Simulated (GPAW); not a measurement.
# Sm (P6_3/mmc) in GPAW: notebook, part 2 of 2

GPAW 26.7.0. Earlier steps stand in the parts before.

**3. Relaxation of cell and atoms, PBE, collinear spin, ferromagnetic start, target pressure 10 GPa, at which the enthalpy is minimised**

File run.py:

```python
from ase.filters import FrechetCellFilter
from ase.io import read, write
from ase.optimize import BFGS
from ase.units import GPa
from gpaw import GPAW, PW

atoms = read('Sm.cif')
atoms.set_initial_magnetic_moments([5.0, 5.0])

calc = GPAW(mode=PW(800),
            xc='PBE',
            kpts={'size': (5, 5, 3), 'gamma': True},
            occupations={'name': 'fermi-dirac', 'width': 0.05},
            nbands=34,
            convergence={'density': 1e-06, 'energy': 1e-06, 'eigenstates': 1e-10},
            maxiter=150,
            txt='gpaw.txt')
atoms.calc = calc
opt = BFGS(FrechetCellFilter(atoms, scalar_pressure=10 * GPa), trajectory='relax.traj', logfile='-')
done = opt.run(fmax=0.05, steps=60)
calc.write('gs.gpw')
write('result.traj', atoms)
print('Converged:', done)
print('Cell:', atoms.cell.cellpar().round(4))
print('Volume:', round(atoms.get_volume(), 4))
print(atoms.get_scaled_positions().round(5))
```

File Sm.cif:

```cif
data_Sm
_cell_length_a 3.64400000
_cell_length_b 3.64400000
_cell_length_c 5.87600000
_cell_angle_alpha 90.00000000
_cell_angle_beta 90.00000000
_cell_angle_gamma 120.00000000
_space_group_name_H-M_alt 'P6_3/mmc'
_space_group_name_Hall '-P 6c 2c'
_space_group_IT_number 194
loop_
_space_group_symop_operation_xyz
'x,y,z'
'-x,-y,-z'
'x-y,x,z+1/2'
'-x+y,-x,-z+1/2'
'-y,x-y,z'
'y,-x+y,-z'
'-x,-y,z+1/2'
'x,y,-z+1/2'
'-x+y,-x,z'
'x-y,x,-z'
'y,-x+y,z+1/2'
'-y,x-y,-z+1/2'
'-y,-x,-z+1/2'
'y,x,z+1/2'
'-x,-x+y,-z'
'x,x-y,z'
'-x+y,y,-z+1/2'
'x-y,-y,z+1/2'
'y,x,-z'
'-y,-x,z'
'x,x-y,-z+1/2'
'-x,-x+y,z+1/2'
'x-y,-y,-z'
'-x+y,y,z'
loop_
_atom_site_label
_atom_site_type_symbol
_atom_site_symmetry_multiplicity
_atom_site_Wyckoff_symbol
_atom_site_fract_x
_atom_site_fract_y
_atom_site_fract_z
_atom_site_occupancy
Sm1 Sm 2 c 0.6666666667 0.3333333333 0.7500000000 1
```

Potentials or basis: GPAW PAW data sets (gpaw-data 1.2.1), pw.

Run with:

```bash
OMP_NUM_THREADS=1 python run.py
```

It took 7.1 min on 1 thread of Arm Neoverse V1, shared host; peak memory 0.32 GiB.

The run converged. Its results:

```yaml
Free_energy: -15.4100 eV
Relaxed_volume: 27.51 Å³/atom
Relaxed_cell: a = 3.400 Å, b = 3.400 Å, c = 5.497 Å, α = 90.00°, β = 90.00°, γ = 120.00°
Space_group_after_relaxing_to_0.05_Å: P6_3/mmc (No. 194)
Energy_change_on_relaxing_the_enthalpy_is_what_falls: +225.8 meV/atom
Ionic_steps: 4
Pressure_after_relaxing: 10.0 GPa
Band_gap_on_the_k_mesh: none (metal or under the smearing width)
Net_moment: 12.55 μB per cell
Site_moments: Sm +5.57 μB
```

The path:
| step | energy change (eV) | largest force (eV/Å) | pressure (GPa) | volume (Å³) |
| --- | --- | --- | --- | --- |
| 1 | 0.0000 | 0.0000 | 2.83 | 67.57 |
| 2 | 0.0421 | 0.0000 | 3.69 | 65.42 |
| 3 | 0.5019 | 0.0000 | 10.64 | 54.24 |
| 4 | 0.4517 | 0.0000 | 9.98 | 55.03 |

Final structure:
```
Sm
1.0
     3.39988    0.00000    0.00000
    -1.69994    2.94438    0.00000
     0.00000    0.00000    5.49713
Sm
2
Cartesian
  1.6999 0.9815 4.1228
  0.0000 1.9629 1.3743
```

Levels at points of the mesh, in eV from the Fermi level:
Spin up:
```tsv
k point	band 20	band 21	band 22	band 23	band 24	band 25	band 26	band 27
(0.00, 0.00, 0.00)	-0.20	-0.04	-0.04	0.08	0.10	2.05	2.05	2.12
```
Spin down:
```csv
k point,band 7,band 8,band 9,band 10,band 11,band 12,band 13,band 14
"(0.00, 0.00, 0.00)",-16.52,-16.50,-3.29,-1.12,2.68,2.91,2.91,3.15
```

Caveat: the k mesh is coarse (spacing up to 0.40 Å⁻¹), so the values aren't converged; one-centre terms of the f shell are cut off; the magnetic or orbital state may not be the lowest; each step starts from the last one's moments, so a moment once lost doesn't come back; later steps reuse the first step's grids; the volume moved by over 15 % at a fixed basis, so the end points are rough; spin-orbit coupling is left out, which moves the levels of the heavy elements. The state reached can hang on the start; a lower one may exist.

**4. Single point, PBE, collinear spin, ferromagnetic start**

File run.py:

```python
from ase.dft.bandgap import bandgap
from ase.io import read, write
from ase.units import GPa
from gpaw import GPAW, PW

atoms = read('POSCAR')
atoms.set_initial_magnetic_moments([5.0, 5.0])

calc = GPAW(mode=PW(400),
            xc='PBE',
            kpts={'size': (5, 5, 3), 'gamma': True},
            occupations={'name': 'fermi-dirac', 'width': 0.05},
            nbands=34,
            convergence={'density': 1e-05, 'energy': 1e-05},
            maxiter=100,
            txt='gpaw.txt')
atoms.calc = calc
energy = atoms.get_potential_energy()
forces = atoms.get_forces()
stress = atoms.get_stress()
calc.write('gs.gpw')
write('result.traj', atoms)
print(f'Energy: {energy:.6f} eV')
print('Forces (eV/A):')
print(forces.round(4))
print('Stress (GPa):', (stress / GPa).round(3))
print('Moments:', calc.get_magnetic_moments().round(3))
print('Fermi level:', round(calc.get_fermi_level(), 4), 'eV')
print(f'Gap: {bandgap(calc)[0]:.4f} eV, direct: {bandgap(calc, direct=True)[0]:.4f} eV')
```

File POSCAR:

```
Sm
1.0
    3.6440000000      0.0000000000      0.0000000000
   -1.8220000000      3.1557965714      0.0000000000
    0.0000000000      0.0000000000      5.8760000000
Sm
2
Direct
    0.6666666667      0.3333333333      0.7500000000
    0.3333333333      0.6666666667      0.2500000000
```

Potentials or basis: GPAW PAW data sets (gpaw-data 1.2.1), pw.

Run with:

```bash
OMP_NUM_THREADS=1 python run.py
```

gpaw.txt:

```text
__  _  _
 | _ |_)|_||  |
 |__||  | ||/\| - 26.7.0

Input parameters:
  mode=PW(ecut=400.0),
  convergence={'density': 1e-05, 'energy': 1e-05},
  kpts=MonkhorstPack(size=(5, 5, 3), gamma=True),
  maxiter=100,
  nbands=34,
  occupations=Occupations(name='fermi-dirac', width=0.05),
  xc=XC(name='PBE')

Diagonalizing LCAO Hamiltonian
Converting LCAO to pw mode

           Sm

        Sm

Atoms  # Å, Bohr magnetons
|   | symbol |         x |        y |        z |    initial magnetic moments |
|---|--------|-----------|----------|----------|-----------------------------|
| 0 |     Sm |  1.822000 | 1.051932 | 4.407000 | ( 0.0000,  0.0000,  5.0000) |
| 1 |     Sm | -0.000000 | 2.103864 | 1.469000 | ( 0.0000,  0.0000,  5.0000) |

Unit cell  # Å
| periodic |         x |        y |        z |  lengths |     angles |
[... 171 lines left out ...]
Total magnetic moment: (0.000000, 0.000000, 12.799454)

Local magnetic moments
|        x |        y |        z |
|----------|----------|----------|
| 0.000000 | 0.000000 | 5.602209 |  # Sm   0
| 0.000000 | 0.000000 | 5.602209 |  # Sm   1

Fermi level: 8.777
Eigenvalues  # (at kpt = [0.000, 0.000, 0.000])
| band index |      eig [eV] | occ [0-1] |      eig [eV] | occ [0-1] |
|------------|---------------|-----------|---------------|-----------|
|          0 |       -31.173 |     1.000 |       -28.493 |     1.000 |
|        ... |               |           |               |           |
|          8 |         4.320 |     1.000 |         5.422 |     1.000 |
|          9 |         6.715 |     1.000 |         7.857 |     1.000 |
|         10 |         8.363 |     1.000 |        11.358 |     0.000 |
|         11 |         8.403 |     0.999 |        11.566 |     0.000 |
|         12 |         8.465 |     0.998 |        11.621 |     0.000 |
|         13 |         8.560 |     0.987 |        11.621 |     0.000 |
[... 8 lines left out ...]
|         22 |         8.825 |     0.277 |        12.404 |     0.000 |
|         23 |         8.836 |     0.236 |        12.842 |     0.000 |
|        ... |               |           |               |           |
|         33 |        14.356 |     0.000 |        15.687 |     0.000 |

No gap
No difference between direct/indirect transitions

Forces  # eV/Ang
|        x |        y |        z |
|----------|----------|----------|
|  0.00000 |  0.00000 | -0.00011 |  # Sm   0
| -0.00000 | -0.00000 |  0.00011 |  # Sm   1

Stress tensor  # eV/Ang^3
|         x |         y |         z |
|-----------|-----------|-----------|
| -0.004618 |  0.000000 |  0.000000 |
| -0.000000 | -0.004618 | -0.000000 |
|  0.000000 | -0.000000 | -0.006155 |

# Writing to gs.gpw (mode='')
```

Wall time 52 s (1 thread of Arm Neoverse V1, shared host); peak memory 0.18 GiB.

The run converged, but some of its settings lie outside the range that counts as converged, so its numbers aren't taken as properties of the crystal.

What came out:

```
Free energy            : -15.6480 eV
Pressure               : 0.8 GPa
Band gap on the k mesh : none (metal or under the smearing width)
Net moment             : 12.80 μB per cell
Site moments           : Sm +5.60 μB
```

Caveat: the k mesh is coarse (spacing up to 0.40 Å⁻¹), so the values aren't converged; the cutoff is short for stress and forces, so pressures can be off by a GPa or more; one-centre terms of the f shell are cut off; the magnetic or orbital state may not be the lowest; spin-orbit coupling is left out, which moves the levels of the heavy elements.
